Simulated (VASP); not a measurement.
# Si3N4 (P6_3/m) in VASP: further runs

One crystal, Si3N4, is run at these levels: PBE, PBEsol; tasks: relaxation of cell and atoms.

Everything below comes from runs of VASP 6.6.1. Logs are shortened: lines on timing, memory, paths and dates and some standing lists are left out, and cuts for length are marked.

### Step 1. Starting point

It takes space group P6_3/m (No. 176, hexagonal). The conventional cell has a = 7.659 Å, b = 7.659 Å, c = 2.925 Å, α = 90.00°, β = 90.00°, γ = 120.00°. Si (site symmetry m) has 4 N at 1.74 to 1.75 Å as nearest neighbours. Around N (site symmetry m) lie 3 Si at 1.75 Å. Around N (site symmetry -6) lie 3 Si at 1.74 Å.

### Step 2. Relaxation of cell and atoms, PBE

Input file INCAR:

```
SYSTEM = Si3N4
PREC = Accurate
ENCUT = 600
EDIFF = 1E-7
ISMEAR = 0
SIGMA = 0.03
LREAL = .FALSE.
LASPH = .TRUE.
NELM = 80
ALGO = Normal
ISIF = 3
LWAVE = .FALSE.
LCHARG = .FALSE.
GGA = PE
IBRION = 2
NSW = 90
EDIFFG = -0.005
KPAR = 4
```

Input file KPOINTS:

```
Automatic mesh
0
G
  6 6 9
  0 0 0
```

Input file POSCAR:

```
Si3N4                                   
1.0
    7.6593708534      0.0000000100     -0.0000000000
   -3.8296854353      6.6332097310     -0.0000000000
   -0.0000000000      0.0000000000      2.9250349177
  Si              N             
     6     8
Direct
     0.7688014445784463    0.1748680112545921    0.2500000000000000
     0.5939334333238541    0.7688014445784463    0.7500000000000000
     0.8251319887454076    0.5939334333238541    0.2500000000000000
     0.2311985554215538    0.8251319887454076    0.7500000000000000
     0.4060665666761459    0.2311985554215538    0.2500000000000000
     0.1748680112545921    0.4060665666761459    0.7500000000000000
     0.0307289350189709    0.3298782463767556    0.2500000000000000
     0.7008506886422153    0.0307289350189709    0.7500000000000000
     0.6701217536232446    0.7008506886422153    0.2500000000000000
     0.9692710649810291    0.6701217536232444    0.7500000000000000
     0.2991493113577846    0.9692710649810291    0.2500000000000000
     0.3298782463767556    0.2991493113577846    0.7500000000000000
     0.6666666667000030    0.3333333332999970    0.2500000000000000
     0.3333333332999970    0.6666666667000030    0.7500000000000000
```

Potentials or basis: VASP PAW PBE potentials, release 64 (Si, N).

Started as:

```sh
> cat potpaw_PBE.64/Si/POTCAR potpaw_PBE.64/N/POTCAR > POTCAR
> mpirun -np 4 vasp_std > vasp.out
```

OUTCAR:

```text
SYSTEM = Si3N4
   PREC = Accurate
   ENCUT = 600
   EDIFF = 1E-7
   ISMEAR = 0
   LREAL = .FALSE.
   LASPH = .TRUE.
   NELM = 80
   ISIF = 3
   GGA = PE
   IBRION = 2
   NSW = 90
   EDIFFG = -0.005

 ion  position               nearest neighbor table
   1  0.769  0.175  0.250-  13 1.74   7 1.75   8 1.75   8 1.75   3 3.02   5 3.02   2 3.07   2 3.07
                             6 3.07   6 3.07
   2  0.594  0.769  0.750-  14 1.74   8 1.75   9 1.75   9 1.75   4 3.02   6 3.02   1 3.07   1 3.07
                             3 3.07   3 3.07
   3  0.825  0.594  0.250-  13 1.74   9 1.75  10 1.75  10 1.75   1 3.02   5 3.02   2 3.07   2 3.07
                             4 3.07   4 3.07
   4  0.231  0.825  0.750-  14 1.74  10 1.75  11 1.75  11 1.75   6 3.02   2 3.02   5 3.07   5 3.07
                             3 3.07   3 3.07
   5  0.406  0.231  0.250-  13 1.74  11 1.75  12 1.75  12 1.75   1 3.02   3 3.02   4 3.07   4 3.07
                             6 3.07   6 3.07
   6  0.175  0.406  0.750-  14 1.74  12 1.75   7 1.75   7 1.75   4 3.02   2 3.02   5 3.07   5 3.07
                             1 3.07   1 3.07
   7  0.031  0.330  0.250-   1 1.75   6 1.75   6 1.75
   8  0.701  0.031  0.750-   2 1.75   1 1.75   1 1.75
   9  0.670  0.701  0.250-   3 1.75   2 1.75   2 1.75
  10  0.969  0.670  0.750-   4 1.75   3 1.75   3 1.75
  11  0.299  0.969  0.250-   5 1.75   4 1.75   4 1.75
  12  0.330  0.299  0.750-   6 1.75   5 1.75   5 1.75
  13  0.667  0.333  0.250-   1 1.74   3 1.74   5 1.74
  14  0.333  0.667  0.750-   4 1.74   6 1.74   2 1.74

  LATTYP: Found a hexagonal cell.
 ALAT       =     7.6593708534
 C/A-ratio  =     0.3818897105

  Lattice vectors:

 A1 = (   7.6593708534,   0.0000000100,   0.0000000000)
 A2 = (  -3.8296854353,   6.6332097310,   0.0000000000)
 A3 = (   0.0000000000,   0.0000000000,   2.9250349177)

Analysis of symmetry for initial positions (statically):
=====================================================================
 Subroutine PRICEL returns:
 Original cell was already a primitive cell.

 Routine SETGRP: Setting up the symmetry group for a
 hexagonal supercell.

 Subroutine GETGRP returns: Found 12 space group operations
 (whereof  6 operations were pure point group operations)
 out of a pool of 24 trial point group operations.

The static configuration has the point symmetry S_6 .
 The point group associated with its full space group is C_6h.

Analysis of symmetry for dynamics (positions and initial velocities):
=====================================================================
 Subroutine PRICEL returns:
 Original cell was already a primitive cell.

 Routine SETGRP: Setting up the symmetry group for a
 hexagonal supercell.

 Subroutine GETGRP returns: Found 12 space group operations
 (whereof  6 operations were pure point group operations)
 out of a pool of 24 trial point group operations.

The dynamic configuration has the point symmetry S_6 .
 The point group associated with its full space group is C_6h.

 Subroutine INISYM returns: Found 12 space group operations
 (whereof  6 operations are pure point group operations),
 and found     1 'primitive' translations

----------------------------------------------------------------------------------------

                                     Primitive cell

  volume of cell :     148.6099

  direct lattice vectors                    reciprocal lattice vectors
     7.659370853  0.000000010  0.000000000     0.130559026  0.075378289  0.000000000
    -3.829685435  6.633209731  0.000000000    -0.000000000  0.150756578  0.000000000
     0.000000000  0.000000000  2.925034918     0.000000000  0.000000000  0.341876261

  length of vectors
     7.659370853  7.659370853  2.925034918     0.150756578  0.150756578  0.341876261

  position of ions in fractional coordinates (direct lattice)
     0.768801445  0.174868011  0.250000000
     0.593933433  0.768801445  0.750000000
     0.825131989  0.593933433  0.250000000
     0.231198555  0.825131989  0.750000000
     0.406066567  0.231198555  0.250000000
     0.174868011  0.406066567  0.750000000
     0.030728935  0.329878246  0.250000000
     0.700850689  0.030728935  0.750000000
     0.670121754  0.700850689  0.250000000
     0.969271065  0.670121754  0.750000000
     0.299149311  0.969271065  0.250000000
     0.329878246  0.299149311  0.750000000
     0.666666667  0.333333333  0.250000000
     0.333333333  0.666666667  0.750000000

  ion indices of the primitive-cell ions
   primitive index   ion index
[... 27 lines left out ...]
    -0.000000000  0.025126096  0.000000000     0.000000000  0.166666667  0.000000000
     0.000000000  0.000000000  0.037986251     0.000000000  0.000000000  0.111111111

  Length of vectors
     0.025126096  0.025126096  0.037986251

  Shift w.r.t. Gamma in fractional coordinates (k-lattice)
     0.000000000  0.000000000  0.000000000

 Subroutine IBZKPT returns following result:
 ===========================================

 Found     40 irreducible k-points:

 Following reciprocal coordinates:
            Coordinates               Weight
  0.000000  0.000000  0.000000      1.000000
  0.166667 -0.000000  0.000000      6.000000
  0.333333 -0.000000  0.000000      6.000000
  0.500000  0.000000  0.000000      3.000000
  0.166667  0.166667  0.000000      6.000000
  0.333333  0.166667  0.000000      6.000000
[... 16 lines left out ...]
 -0.333333  0.500000 -0.222222     12.000000
  0.333333  0.333333  0.222222      4.000000
 [... further k-points ...]
   k-points           NKPTS =     40   k-points in BZ     NKDIM =     40   number of bands    NBANDS=     40
   number of dos      NEDOS =    301   number of ions     NIONS =     14
   total plane-waves  NPLWV =  98304
   dimension x,y,z NGX =    64 NGY =   64 NGZ =   24
   dimension x,y,z NGXF=   128 NGYF=  128 NGZF=   48
   ions per type =               6   8
   NGX,Y,Z   is equivalent  to a cutoff of  13.89, 13.89, 13.64 a.u.
   NGXF,Y,Z  is equivalent  to a cutoff of  27.78, 27.78, 27.28 a.u.
 SYSTEM =  Si3N4
   PREC   = accura    normal or accurate (medium, high low for compatibility)
   ISTART =      0    job   : 0-new  1-cont  2-samecut
   ICHARG =      2    charge: 1-file 2-atom 10-const
   ISPIN  =      1    spin polarized calculation?
   LNONCOLLINEAR =      F non collinear calculations
   LSORBIT =      F    spin-orbit coupling
   LASPH  =      T    aspherical Exc in radial PAW
   ENCUT  =  600.0 eV  44.10 Ry    6.64 a.u.  15.30 15.30  5.84*2*pi/ulx,y,z
   NELM   =     80;   NELMIN=  2; NELMDL= -5     # of ELM steps
   EDIFF  = 0.1E-06   stopping-criterion for ELM
   LREAL  =      F    real-space projection
   EDIFFG = -.5E-02   stopping-criterion for IOM
   NSW    =     90    number of steps for IOM
   IBRION =      2    ionic relax: 0-MD 1-quasi-New 2-CG
   NFREE  =      1    steps in history (QN), initial steepest desc. (CG)
   ISIF   =      3    stress and relaxation
   ISYM   =      2    0-nonsym 1-usesym 2-fastsym
   POTIM  = 0.5000    time-step for ionic-motion
   TEBEG  =    0.0;   TEEND  =   0.0 temperature during run
   PSTRESS=    0.0 pullay stress
   NELECT =      64.0000    total number of electrons
   NUPDOWN=      -1.0000    fix difference up-down
   EMIN   =  10.00;   EMAX   =-10.00  energy-range for DOS
   EFERMI =   0.00;   METHOD = LEGACY
   ISMEAR =     0;   SIGMA  =   0.03  broadening in eV -4-tet -1-fermi 0-gaus
   EFERMI_NEDOS =   21; number of points for ismear=-14 and -15
   IALGO  =     38    algorithm
   IMIX   =      4    mixing-type and parameters
     AMIX     =   0.40;   BMIX     =  1.00
     AMIX_MAG =   1.60;   BMIX_MAG =  1.00
  volume/ion in A,a.u.               =      10.61        71.63
  Fermi-wavevector in a.u.,A,eV,Ry     =   1.236286  2.336241 20.795178  1.528402
  Thomas-Fermi vector in A             =   2.370900
   LORBIT       =      0    0 simple, 1 ext, 2 COOP (PROOUT), +10 PAW based schemes
   GGA     = PE    functional components
   LHFCALC =     F    Hartree Fock is set to
   AEXX    =    0.0000 exact exchange contribution
   IVDW    =     0    specifies the selected vdW correction
   LEPSILON=     F    determine dielectric tensor
   LRPA    =     F    only Hartree local field effects (RPA)
 conjugate gradient relaxation of ions
 non-spin polarized calculation
 Gauss-broadening in eV      SIGMA  =   0.03
  energy-cutoff  :      600.00
  volume of cell :      148.61
 maximum number of plane-waves:      4990
 NGX is ok and might be reduce to    64
   NGX = 31   NGY = 31   NGZ = 11

--------------------------------------- Ionic step        1  -------------------------------------------

 number of electron      63.9999994 magnetization

 Free energy of the ion-electron system (eV)
  ---------------------------------------------------
  ext. energy  EPLUGINS =         0.00000000
  ---------------------------------------------------
  free energy    TOTEN  =      -114.55564003 eV

  energy without entropy =     -114.55564003  energy(sigma->0) =     -114.55564003

------------------------ aborting loop because EDIFF is reached ----------------------------------------

  FORCE on cell =-STRESS in cart. coord.  units (eV):
  Direction    XX          YY          ZZ          XY          YZ          ZX
  --------------------------------------------------------------------------------------
  -------------------------------------------------------------------------------------
  Total       -0.0034042     -0.0034042     -0.0178088     -0.0000000     -0.0000000      0.0000000
  in kB       -0.0367009     -0.0367009     -0.1919984     -0.0000005     -0.0000000      0.0000000
  external PRESSURE =      -0.0884667 kB  Pullay stress =       0.0000000 kB
[... 131 lines left out ...]
--------------------------------------- Ionic step        4  -------------------------------------------

 number of electron      63.9999994 magnetization

 Free energy of the ion-electron system (eV)
  ---------------------------------------------------
  ext. energy  EPLUGINS =         0.00000000
  ---------------------------------------------------
  free energy    TOTEN  =      -114.55566421 eV

  energy without entropy =     -114.55566421  energy(sigma->0) =     -114.55566421

 E-fermi :   6.6888     XC(G=0): -10.7158

 val. band max:        6.5323496828   @ k =   0.0000   0.0000   0.2222
 cond. band min:      10.8113461797   @ k =   0.0000   0.0000   0.0000
 fundamental gap:      4.2789964969
 Fermi energy:         6.6888240824

 k-point     1 :       0.0000    0.0000    0.0000
  band No.  band energies     occupation
      1     -11.5227      2.00000
      2     -10.1019      2.00000
      3     -10.1019      2.00000
      4      -9.4696      2.00000
      5      -9.3326      2.00000
      6      -9.3326      2.00000
[... 1021 lines left out ...]
     39      13.8445      0.00000
     40      14.1783      0.00000

 [... further k-points ...]

------------------------ aborting loop because EDIFF is reached ----------------------------------------

  FORCE on cell =-STRESS in cart. coord.  units (eV):
  Direction    XX          YY          ZZ          XY          YZ          ZX
  --------------------------------------------------------------------------------------
  -------------------------------------------------------------------------------------
  Total        0.0054078      0.0054078      0.0162333     -0.0000001      0.0000000      0.0000000
  in kB        0.0583049      0.0583049      0.1750231     -0.0000006      0.0000000      0.0000000
  external PRESSURE =       0.0972110 kB  Pullay stress =       0.0000000 kB
[... 29 lines left out ...]
  FREE ENERGIE OF THE ION-ELECTRON SYSTEM (eV)
  ---------------------------------------------------
  free  energy   TOTEN  =      -114.5556642136 eV

  energy  without entropy=     -114.5556642136  energy(sigma->0) =     -114.55566421

 reached required accuracy - stopping structural energy minimisation
```

It took 1.9 min on 4 MPI ranks of AMD EPYC 9R45 (Zen 5), shared host; peak memory 0.41 GiB.

Results:

| Item | Value |
| --- | --- |
| Free energy | -114.5557 eV |
| Energy gained by relaxing | 0.0 meV/atom |
| Ionic steps | 4 |
| Pressure after relaxing | 0.0 GPa |
| Band gap on the k mesh | 4.28 eV, indirect (least direct gap 4.45 eV) |

Forces in eV/Å, atoms in the order of the input:
```
Si   0.000  0.000  0.000
Si   0.000  0.000  0.000
Si   0.000  0.000  0.000
Si   0.000  0.000  0.000
Si   0.000  0.000  0.000
Si   0.000  0.000  0.000
N    0.001  0.002  0.000
N   -0.001  0.002  0.000
N   -0.002  0.000  0.000
N   -0.001 -0.002  0.000
N    0.001 -0.002  0.000
N    0.002  0.000  0.000
N    0.000  0.000  0.000
N    0.000  0.000  0.000
```

Final structure:
```cif
data_structure
_symmetry_space_group_name_H-M 'P 1'
_symmetry_Int_Tables_number 1
_cell_length_a 7.6597
_cell_length_b 7.6597
_cell_length_c 2.9246
_cell_angle_alpha 90.000
_cell_angle_beta 90.000
_cell_angle_gamma 120.000
_cell_volume 148.60
loop_
_atom_site_label
_atom_site_type_symbol
_atom_site_fract_x
_atom_site_fract_y
_atom_site_fract_z
_atom_site_occupancy
Si1 Si 0.76883 0.17493 0.25000 1
Si2 Si 0.59390 0.76883 0.75000 1
Si3 Si 0.82507 0.59390 0.25000 1
Si4 Si 0.23117 0.82507 0.75000 1
Si5 Si 0.40610 0.23117 0.25000 1
Si6 Si 0.17493 0.40610 0.75000 1
N1 N 0.03073 0.32995 0.25000 1
N2 N 0.70078 0.03073 0.75000 1
N3 N 0.67005 0.70078 0.25000 1
N4 N 0.96927 0.67005 0.75000 1
N5 N 0.29922 0.96927 0.25000 1
N6 N 0.32995 0.29922 0.75000 1
N7 N 0.66667 0.33333 0.25000 1
N8 N 0.33333 0.66667 0.75000 1
```

Caveat: an odd mesh through Γ misses points on the zone boundary, where band edges often lie.

(Continued in part 2 of 2.)
